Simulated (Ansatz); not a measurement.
**ZrO2: elastic constants**

Aim: the elastic tensor from the stress of slightly strained cells, and the moduli that follow. Runs: reference run (LAPW); ions clamped (LAPW). Companion runs by PAW are cited.

Computed with Ansatz 0.2.0 (DFT PBEsol, all-electron LAPW, scalar-relativistic unless said, unless a step's input says otherwise).

2 further runs of the same task are left out: 2 set aside as unsound or not needed.

### Step 1. The system as given

Symmetry: P4_2/nmc, No. 137, tetragonal system. Conventional cell: a = 3.584 Å, b = 3.584 Å, c = 5.177 Å, α = 90.00°, β = 90.00°, γ = 90.00°. Zr (site symmetry -4m2) has 8 O at 2.07 to 2.37 Å as nearest neighbours. Around O (site symmetry 2mm) lie 4 Zr at 2.07 to 2.37 Å.

As a file:

```cif
data_structure
_symmetry_space_group_name_H-M 'P4_2/nmc:1'
_symmetry_Int_Tables_number 137
_cell_length_a 3.5845
_cell_length_b 3.5845
_cell_length_c 5.1772
_cell_angle_alpha 90.000
_cell_angle_beta 90.000
_cell_angle_gamma 90.000
_cell_volume 66.52
loop_
_atom_site_label
_atom_site_type_symbol
_atom_site_symmetry_multiplicity
_atom_site_Wyckoff_symbol
_atom_site_fract_x
_atom_site_fract_y
_atom_site_fract_z
_atom_site_occupancy
Zr1 Zr 2 a 0.00000 0.00000 0.00000 1
O1 O 4 d 0.00000 0.50000 0.20148 1
```

Cartesian axes are those of the input's lattice vectors. The structure goes back to a database entry.

### Step 2. Reference run, LAPW

input.yaml reads:

```yaml
crystal:
  lattice:
    - [3.58447252843, 0.0, 0.0]
    - [0.0, 3.58447252843, 0.0]
    - [0.0, 0.0, 5.17715452527]
  atoms:
    - { symbol: Zr, position: [0.0, 0.0, 0.0] }
    - { symbol: Zr, position: [0.5, 0.5, 0.5] }
    - { symbol: O, position: [0.0, 0.5, 0.201476860524] }
    - { symbol: O, position: [0.0, 0.5, 0.701476860524] }
    - { symbol: O, position: [0.5, 0.0, 0.298523139476] }
    - { symbol: O, position: [0.5, 0.0, 0.798523139476] }
kpoints:
  mp_grid: { grid: [6, 6, 4] }
scf:
  occupations: { method: fixed }
hamiltonian:
  xc: pbesol
  pseudopotentials: { kind: all_electron, lapw: { basis_error: 0.0005 } }
elastic:
  mode: relaxed_ion
  stencil: two_point
  amplitude: 0.003
```

On the command line:

```bash
ansatz run input.yaml --threads 2 --pin off --max-ram 6144MiB --backend cpu --events-out ev --progress --plain --runs-dir out
```

### Step 3. Ions clamped, LAPW

Edit input.yaml of step 2 so:

```diff
@@ -20,3 +20,3 @@
 elastic:
-  mode: relaxed_ion
+  mode: clamped_ion
   stencil: two_point
```

(Steps that only read results are left out.)

**Question.** What will these runs give? Wanted: C11; C12; C13; C33; C44; C66; bulk, shear and Young's modulus; Debye temperature from sound speeds; universal anisotropy index.

**Answer**, as computed:

```
                           quantity             value
                         C11 (LAPW)           371 GPa
                         C12 (LAPW)           224 GPa
                         C13 (LAPW)            65 GPa
                         C33 (LAPW)           308 GPa
                         C44 (LAPW)            32 GPa
                         C66 (LAPW)           169 GPa
    bulk, shear and Young's modulus  190, 75, 198 GPa
Debye temperature from sound speeds             491 K
         universal anisotropy index              3.33
```

In words: All eigenvalues are positive, so the crystal is mechanically stable; by LAPW K = 190 and G = 75 GPa, K/G = 2.54, on the ductile side of Pugh's rough line at 1.75, which was drawn for metals. Young's modulus runs from 104 to 424 GPa with direction. PAW's constants lie within 0.3 GPa of LAPW's. Letting the ions relax lowers C33 most, from 440 to 308 GPa.
